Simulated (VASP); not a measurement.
## MgO (zincblende): gaps by functional in VASP

```
Mg O
1.0
     0.00000    2.28201    2.28201
     2.28201    0.00000    2.28201
     2.28201    2.28201    0.00000
Mg O
1 1
Direct
  0.00000 0.00000 0.00000
  0.25000 0.25000 0.25000
```

All runs share this cell. Band v is the last that the valence electrons fill when counted band by band, and c is the next. A negative gap between them is a band overlap, as in a metal.

Q: Rank these levels of theory by the band gap that they give, smallest first.
A. PBE
B. LDA
C. r²SCAN
D. PBEsol

A: D (3.53 eV), B (3.55 eV), A (3.64 eV), C (4.32 eV).
